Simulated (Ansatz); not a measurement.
# Ta2NF2 MXene monolayer in a perpendicular field, part 2 of 2

What dipole does a perpendicular field induce in the Ta2NF2 MXene monolayer? A positive field points along +c.

Ansatz 0.2.0; plane-wave DFT, PBE-D3(BJ), Ansatz PAW (set soft_1); PAW set soft_1.

So far. Step 2 (Relaxing the slab): The lattice constant a goes from 3.155 to 3.280 Å.

### Step 3. Single point, field 0

A sawtooth potential applies the field, turning back in the middle of the vacuum. With the dipole correction the typed value is the field outside the slab. The induced dipole is small, so the SCF threshold is tight.

The cell differs from the one that the last finished run ended in (c 40.180 → 22.662 Å).

The input, input.yaml:

```yaml
crystal:
  lattice:
    - [3.27988852, 0.0, 0.0]
    - [-1.63994426, 2.8404667799, 0.0]
    - [0.0, 0.0, 22.6618500274]
  atoms:
    - { symbol: F, position: [0.3333333333, 0.6666666667, 0.397143216] }
    - { symbol: Ta, position: [0.6666666667, 0.3333333333, 0.4561073037] }
    - { symbol: "N", position: [0.0, 0.0, 0.5] }
    - { symbol: Ta, position: [0.3333333333, 0.6666666667, 0.5438926963] }
    - { symbol: F, position: [0.6666666667, 0.3333333333, 0.602856784] }
kpoints:
  mp_grid: { grid: [18, 18, 1] }
  band_path:
    path: [[0, 0, 0], [0.5, 0, 0], [0.33333333, 0.33333333, 0], [0, 0, 0]]
    npoints: 16
hamiltonian:
  xc: pbe
  dispersion: d3bj
  pseudopotentials: { kind: paw, azcp: { folder: soft_1 } }
scf:
  occupations: { method: fermi_dirac, width: 0.02585 }
  convergence: { dr2_threshold: 1.0e-10 }
efield:
  axis: 3
  dipole_correction: true
  ramp_position: 0.97
  ramp_width: 0.06
  amplitude: 0
output:
  dos: { projected: true, e_range: [-6, 5] }
  write_potential: true
  write_density: true
  volumetric_format: npy
  elf: true
```

The run is started by

```console
$ ansatz run input.yaml --threads 2 --pin off --max-ram 3072MiB --backend cpu --events-out ev --progress --plain --runs-dir out
```

Numbers of over 12 decimals in the logs are rounded to 6 here.

The program printed:

```text
[...]
Crystal: 5 atoms, lattice volume = 211.127 Å³
Basis set: ecut = 420 eV, 4191 PW (Γ)
Bands: 28, of which v1, the nominal top of the filled ones, is band 23 counted from 1 (22 counted from 0)
Symmetry: 6 space group operations
k-points: 37 of 324 (time reversal used)
[...]
SCF iter   1: F=—  HF=-21873.841151 eV  |F-HF|=—  |Δ(HF+E_count)|=         —  Δρ=6.77e-2  dr2=1.37e1  ethr=3.10e-3  p=0.000 e·Å  D=1.43e-14 V/Å  ΔV_dip=-0.00 eV  dr2_dipole=2.03e-9  V_vac-E_F(+/−)=6.00/6.00 eV  ⟨swp⟩=9.1  Hψ=5728  notcnv=0
efield: sawtooth ramp at fractional position 0.9700 (set: `efield.ramp_position`, or a place that a band, a saddle search or an elastic batch's reference lends), width 0.0600; the density the first Hamiltonian is built on has a dipole p = 0.000 e·Å; the dipole correction subtracts the counter field D = 1.43e-14 V/Å, which shifts the + side's vacuum level by -0.00 eV against the − side's; the planar-averaged density in the ramp window peaks in size at 2.0e-6 e/Å³
[...]
SCF iter   2: F=—  HF=-21872.305198 eV  |F-HF|=—  |Δ(HF+E_count)|=    1.54e0  Δρ=6.70e-2  dr2=7.71e0  ethr=3.10e-3  p=-0.000 e·Å  D=-1.25e-4 V/Å  ΔV_dip=0.00 eV  dr2_dipole=1.54e-6  V_vac-E_F(+/−)=2.05/2.05 eV  ⟨swp⟩=4.1  Hψ=3028  notcnv=0  defer=29
[...]
SCF iter  12: F=-21870.249488 eV  HF=-21870.249488 eV  |F-HF|=3.64e-12  |Δ(HF+E_count)|=  5.97e-10  Δρ=9.69e-8  dr2=2.19e-11  ethr=1.00e-12  p=0.000 e·Å  D=1.98e-8 V/Å  ΔV_dip=-0.00 eV  dr2_dipole=6.82e-13  V_vac-E_F(+/−)=3.58/3.58 eV  ⟨swp⟩=11.5  Hψ=4428  notcnv=0
SCF 1 converged in 12 iterations: F = -21870.249488 eV  dr2 = 2.19e-11
[...]
NSCF: frozen V_eff on 49 k-points
efield: sawtooth ramp at fractional position 0.9700 (kept from the solve that this one continues, or follows in the run), width 0.0600; the density the first Hamiltonian is built on has a dipole p = 0.000 e·Å; the dipole correction subtracts the counter field D = 1.98e-8 V/Å, which shifts the + side's vacuum level by -0.00 eV against the − side's; the planar-averaged density in the ramp window peaks in size at 2.7e-6 e/Å³
WARN: The output density's exchange-correlation potential varies sharply where the density is thin. Do not read a vacuum level from v_tot or v_xc, or from such a field of the output density. On a cell that repeats whose density bears no net charge and no dipole along the vacuum's axis use v_es (v_loc + v_h of the components); under efield.dipole_correction with no amplitude use v_es + v_field, which holds any externa [...]
SCF converged after 12 iterations
Free energy (F): -21870.249488 eV
[...]
Internal energy: -21870.246669 eV  (E = F + TS)
E sigma→0 (E₀):  -21870.248079 eV
Entropy (-TS):   -0.002818 eV (-0.564 meV/atom)
Fermi energy:    1.965653 eV
Dipole field:    D = -0.000001 V/Å  (p = -0.000001 e·Å, saw-weighted, corrected)
Work function:   Φ+ = 3.5799 eV   Φ− = 3.5799 eV
Levels:          The Fermi level and band energies are counted from a zero that moves with the ramp; work functions are not
[...]
--- Band table (eV; the first three rows and the last of 37) ---
  k-point 0: bands = [... 19 lower, -4.5063, -0.4646, -0.4646, 1.2830, 1.8510, 3.0438, 3.5680, 3.5680, ... 1 higher]
  k-point 1: bands = [... 19 lower, -4.4907, -0.5488, -0.4022, 1.3702, 2.0107, 2.9493, 3.2924, 3.5571, ... 1 higher]
  k-point 2: bands = [... 19 lower, -4.4626, -0.7480, -0.2208, 1.5486, 2.3857, 2.7938, 2.9832, 3.5538, ... 1 higher]
  k-point 36: bands = [... 19 lower, -4.6272, 0.3117, 0.3117, 0.4017, 4.0196, 4.0196, 4.2797, 5.2167, ... 1 higher]
```

The job ended after 20 s (2 threads of Arm Neoverse V2, shared host; peak memory 0.55 GiB).

This step gave:

```yaml
energy_at_zero_smearing: -21870.2481 eV
work_function_upper_face: 3.580 eV
dipole_along_the_normal: -1.24e-6 e·Å
```

Running mean over a fixed 2.7 Å (it still follows the layers) of the planar mean; the ramp of the sawtooth is left out. The electron's electrostatic potential energy less the Fermi level by z:

z (Å), electron's electrostatic potential energy less the Fermi level (eV) and a bar from the least value:
```
        3        3.6 ##############################
        4        3.6 ##############################
        5        3.6 ##############################
        6        3.6 ##############################
        7        3.4 ##############################
        8        0.5 #########################
        9       -5.4 ###############
       10      -11.6 #####
       11      -14.7 
       12      -13.6 ##
       13      -10.0 ########
       14       -2.9 ###################
       15        1.9 ###########################
       16        3.5 ##############################
       17        3.6 ##############################
       18        3.6 ##############################
       19        3.6 ##############################
```

The density of states has structure finer than the step of the table below, so its rows give means over 0.25 eV, whole bins alone (the curve runs from -6 to 1.88 eV). Peaks (eV: height): -3.020: 3.52, 0.290: 3.91, 0.480: 4.16, 0.840: 4.42, 1.030: 4.01, 1.550: 8.79, 1.610: 6.34.

The density of states by energy, zero at the Fermi level; means over each step:

energy (eV), density of states (states/eV a cell) and a bar:
```
    -4.25       0.00 
    -4.00       0.11 #
    -3.75       1.13 #######
    -3.50       1.27 ########
    -3.25       1.53 #########
    -3.00       2.08 #############
    -2.75       1.07 #######
    -2.50       0.59 ####
    -2.25       0.64 ####
    -2.00       1.45 #########
    -1.75       1.50 #########
    -1.50       1.23 #######
    -1.25       0.95 ######
    -1.00       0.91 ######
    -0.75       0.84 #####
    -0.50       1.63 ##########
    -0.25       2.35 ##############
     0.00       1.80 ###########
     0.25       2.50 ###############
     0.50       1.47 #########
     0.75       1.94 ############
     1.00       2.36 ##############
     1.25       3.05 ###################
     1.50       4.51 ############################
     1.75       4.92 ##############################
```

Projected DOS per atom over height of the atomic layer and energy from the Fermi level. Layers: F Ta N Ta F from below.

Ten even steps from '_' (0.00 states/eV) to '@' (2.39 states/eV), each cell a mean:
```
__@@__@@__
__**__**__
__==__==__
__::__::__
__--__--__
__--__--__
__--__--__
__..__..__
__..__..__
__::__::__
__--__--__
__..__..__
__..__..__
__--__--__
__::__::__
__::__::__
__________
__________
__________
__________
__________
__________
```
Columns: height of the atomic layer (Å) from 9 to 13.7 (not evenly spaced); rows upwards: energy from the Fermi level (eV) from -5.96 to 1.87.

The electronic bands at the labelled points (eV, zero at the Fermi level):

```
  point  band 20  band 21  band 22  band 23  band 24  band 25  band 26  band 27
      Γ    -6.47    -2.43    -2.43    -0.68    -0.11     1.08     1.60     1.60
halfway    -6.48    -3.32    -1.32    -0.51     0.72     1.32     1.81     1.89
      M    -6.46    -3.92     0.28     0.35     1.02     1.73     2.26     2.86
halfway    -6.53    -3.22    -0.70    -0.41     1.98     2.02     2.05     2.86
      K    -6.59    -1.65    -1.65    -1.56     2.05     2.05     2.31     3.25
halfway    -6.49    -2.99    -1.98     0.25     0.84     1.32     1.74     2.31
      Γ    -6.47    -2.43    -2.43    -0.68    -0.11     1.08     1.60     1.60
```

ELF in the ca plane at fractional y = 0.333, with atoms of Ta and F within 0.2 Å of it. It is the smooth field of the valence electrons, not physical close to the nuclei.

Ten even steps from '0' (0.00) to '9' (0.80), each cell a mean:
```
00000000000000001113663343112687520000000000
00000000000000000138888434227999841000000000
00000000000000000159428644228879952000000000
00000000000000000148658544228989951000000000
00000000000000000125886333214899631000000000
00000000000000012211332332211354210000000000
00000000000000135531124542332100000000000000
00000000000000135541125542342100000000000000
00000000000000123321123442221122100000000000
```
Columns run along c (16.0 Å, from fractional 0.13 to 0.83 of the cell), rows up along a (3.3 Å). Atoms in or near the plane, at fractional coordinates: Ta at (0.46, 0.67), F at (0.60, 0.67).

Valence density in the ca plane at fractional y = 0.333, with atoms of Ta and F within 0.2 Å of it. It is the smooth field of the valence electrons, not physical close to the nuclei.

Values in units of 1e0 e/Å³, 5 rows by 16 columns, each cell a mean:
```
0.0 0.0 0.0 0.0 0.0 0.0 0.2 2.2 1.0 0.3 1.0 1.1 0.0 0.0 0.0 0.0
0.0 0.0 0.0 0.0 0.0 0.0 0.5 4.1 2.0 0.2 3.9 4.9 0.0 0.0 0.0 0.0
0.0 0.0 0.0 0.0 0.0 0.0 0.2 2.4 1.0 0.3 1.0 1.2 0.0 0.0 0.0 0.0
0.0 0.0 0.0 0.0 0.0 0.1 0.2 0.3 0.5 0.6 0.2 0.1 0.0 0.0 0.0 0.0
0.0 0.0 0.0 0.0 0.0 0.1 0.2 0.3 0.5 0.6 0.2 0.1 0.0 0.0 0.0 0.0
```
Columns run along c (16.0 Å, from fractional 0.13 to 0.83 of the cell), rows up along a (3.3 Å). Atoms in or near the plane, at fractional coordinates: Ta at (0.46, 0.67), F at (0.60, 0.67).

Electrostatic potential energy in the ca plane at fractional y = 0.333, with atoms of Ta and F within 0.2 Å of it. With pseudopotentials it is smooth inside the atoms' cores, unlike the true potential.

Ten even steps from '0' (-44 eV) to '9' (6 eV), each cell a mean:
```
99999999999999999999986434688888889999999999
99999999999999999999873000378888413899999999
99999999999999999999861000278997100699999999
99999999999999999999872000278888201799999999
99999999999999999999975212588888757999999999
99999999999999999999987656787777899999999999
99999999999999999999998888887567899999999999
99999999999999999999998888876556899999999999
99999999999999999999988777887667899999999999
```
Columns run along c (16.0 Å, from fractional 0.07 to 0.78 of the cell; values clipped at the 3rd and 97th percentile), rows up along a (3.3 Å). Atoms in or near the plane, at fractional coordinates: Ta at (0.46, 0.67), F at (0.60, 0.67).

The work function of the upper face is 3.58 eV.

### Step 4. Single point, field 0.1 V/Å

Changes to input.yaml since step 3:

```diff
@@ -26,7 +26,6 @@
   dipole_correction: true
-  ramp_position: 0.97
-  ramp_width: 0.06
-  amplitude: 0
+  ramp_position: 0.9237
+  ramp_width: 0.1527
+  amplitude: 0.1
 output:
-  dos: { projected: true, e_range: [-6, 5] }
   write_potential: true
@@ -34,2 +33 @@
   volumetric_format: npy
-  elf: true
```

The program printed:

```text
[...]
Crystal: 5 atoms, lattice volume = 211.127 Å³
Basis set: ecut = 420 eV, 4191 PW (Γ)
Bands: 28, of which v1, the nominal top of the filled ones, is band 23 counted from 1 (22 counted from 0)
Symmetry: 6 space group operations
k-points: 37 of 324 (time reversal used)
[...]
k-point 0: bands = [... 19 lower, -4.5067, -0.4655, -0.4655, 1.2815, 1.8503, 3.0421, 3.5671, 3.5671, ... 1 higher]
  k-point 1: bands = [... 19 lower, -4.4911, -0.5497, -0.4032, 1.3688, 2.0099, 2.9474, 3.2913, 3.5562, ... 1 higher]
  k-point 2: bands = [... 19 lower, -4.4629, -0.7489, -0.2217, 1.5474, 2.3845, 2.7909, 2.9834, 3.5529, ... 1 higher]
  k-point 36: bands = [... 19 lower, -4.6281, 0.3089, 0.3127, 0.4008, 4.0169, 4.0205, 4.2789, 5.2124, ... 1 higher]
[key lines of the parts left out:]
SCF converged after 13 iterations
Free energy (F): -21870.250854 eV
Fermi energy:    1.964746 eV
Dipole field:    D = 0.023414 V/Å  (p = 0.027318 e·Å, saw-weighted, corrected)
```

It took 20 s on 2 threads; peak memory 0.52 GiB.

The dipole is 0.0273 e·Å.

### Step 5. Atoms held, field -0.1 V/Å

Changes to input.yaml since step 4:

```diff
@@ -28,3 +28,3 @@
   ramp_width: 0.1527
-  amplitude: 0.1
+  amplitude: -0.1
 output:
```

The program printed:

```text
[...]
Crystal: 5 atoms, lattice volume = 211.127 Å³
Basis set: ecut = 420 eV, 4191 PW (Γ)
Bands: 28, of which v1, the nominal top of the filled ones, is band 23 counted from 1 (22 counted from 0)
Symmetry: 6 space group operations
k-points: 37 of 324 (time reversal used)
[...]
k-point 0: bands = [... 19 lower, -4.5066, -0.4653, -0.4653, 1.2817, 1.8504, 3.0423, 3.5673, 3.5673, ... 1 higher]
  k-point 1: bands = [... 19 lower, -4.4909, -0.5496, -0.4030, 1.3689, 2.0100, 2.9476, 3.2914, 3.5564, ... 1 higher]
  k-point 2: bands = [... 19 lower, -4.4627, -0.7487, -0.2216, 1.5476, 2.3847, 2.7911, 2.9836, 3.5531, ... 1 higher]
  k-point 36: bands = [... 19 lower, -4.6280, 0.3090, 0.3128, 0.4010, 4.0171, 4.0207, 4.2790, 5.2126, ... 1 higher]
[key lines of the parts left out:]
SCF converged after 12 iterations
Free energy (F): -21870.250854 eV
Fermi energy:    1.964911 eV
Dipole field:    D = -0.023413 V/Å  (p = -0.027317 e·Å, saw-weighted, corrected)
```

Elapsed: 20 s, on 2 threads; peak memory 0.52 GiB; 39 s of CPU time.

The dipole is -0.0273 e·Å.

### Step 6. Response, atoms held

This step: plane-wave DFT, PBE-D3(BJ), Ansatz PAW (set soft_1); response to a field along the normal, atoms held; PAW set soft_1 (Ansatz 0.2.0).

The dipoles give the slope, and the difference of two potentials shows where the field is screened.

This step gave:

```
equivalent conductor thickness p/(ε₀AE) : 5.306 Å
distance between the outer atoms        : 4.662 Å
```

The dipole of the cell by applied field:

```
applied field (V/Å)  dipole of the cell (e·Å)
            -0.1000                   -0.0273
             0.0000                   -1.2e-6
             0.1000                    0.0273
```

Local field over the applied field, running mean. From the potentials at -0.1 and 0.1 V/Å; running mean over 2.5 Å. Local field over applied field against z:

```
z (Å)  local field over applied field
  4.5                           0.999
  5.0                           0.998
  5.5                           0.996
  6.0                           0.990
  6.5                           0.975
  7.0                           0.934
  7.5                           0.847
  8.0                           0.716
  8.5                           0.555
  9.0                           0.392
  9.5                           0.240
 10.0                           0.127
 10.5                          0.0554
 11.0                          0.0265
 11.5                          0.0226
 12.0                          0.0426
 12.5                          0.0988
 13.0                           0.199
 13.5                           0.341
 14.0                           0.501
 14.5                           0.666
 15.0                           0.809
 15.5                           0.911
 16.0                           0.966
 16.5                           0.987
 17.0                           0.995
 17.5                           0.998
 18.0                           0.999
 18.5                           1.000
```

Electrons, planar mean, per unit field. Induced electron density against z:

```
z (Å)  induced electron density (e/Å³ per V/Å)
 4.11                                   1.5e-6
 4.53                                   3.0e-6
 4.96                                   6.5e-6
 5.24                                   1.1e-5
 5.67                                   2.3e-5
 6.09                                   5.1e-5
 6.52                                   1.1e-4
 6.80                                   2.0e-4
 7.22                                   4.7e-4
 7.65                                  0.00108
 8.07                                  0.00229
 8.36                                  0.00310
 8.78                                  0.00198
 9.21                                  0.00252
 9.63                                   5.7e-4
 9.91                                   5.1e-5
10.34                                  0.00133
10.76                                   2.7e-4
11.19                                   3.1e-4
11.47                                  -3.1e-4
11.90                                  -2.6e-4
12.32                                 -0.00133
12.75                                  -5.1e-5
13.03                                  -5.7e-4
13.46                                 -0.00252
13.88                                 -0.00198
14.31                                 -0.00310
14.59                                 -0.00229
15.01                                 -0.00108
15.44                                  -4.7e-4
15.86                                  -2.0e-4
16.15                                  -1.1e-4
16.57                                  -5.1e-5
17.00                                  -2.3e-5
17.42                                  -1.1e-5
17.70                                  -6.5e-6
18.13                                  -3.1e-6
18.55                                  -1.5e-6
```

By hand: between -0.1 and 0.1 V/Å the dipole changes by 0.05464 e·Å, a slope of 0.2732 e·Å²/V. A perfect conductor of thickness t has p = ε₀AEt, so t = 180.95 × 0.2732 / 9.316 = 5.31 Å (e/ε₀ = 180.95 V·Å, A in Å²).

The induced dipole is that of a conductor 5.31 Å thick.

### Step 7. What came out

- gap without field: none
- work function, upper face: 3.58 eV
- equivalent conductor thickness, atoms held: 5.31 Å

In words: The induced dipole equals that of a perfect conductor 5.31 Å thick, while the outer atoms lie 4.66 Å apart. There is no gap over 0.03 eV, with or without the field. The first relaxation ran with spin and lost its moment, and the later runs have none; other magnetic states were not tried. Spin-orbit coupling is left out, which matters for the bands of elements this heavy. The MXene's terminations sit over the metal atoms of its far layer; the site over carbon or nitrogen, which some compounds prefer, was not run.

[Logs are printed without paths, hosts, clocks, repeated set-up lines and the standing remarks that a program may print on its own settings, such as how far it seeks lower states.]

[Hosts, paths, dates, database ids (printed as entryN), source tags and the programs' standing remarks are cut or masked in the printed files.]

[Maps of the electrostatic potential energy from Ansatz leave out the sawtooth potential of an applied field or a dipole correction, so their vacuum need not be flat; planar profiles and work functions include it.]

[The density of states shown here was stored with 400 of the rows of the run's finer table, so its peaks can read low, often by over a quarter, or be missed, and its means over a window can be off by a tenth or more.]
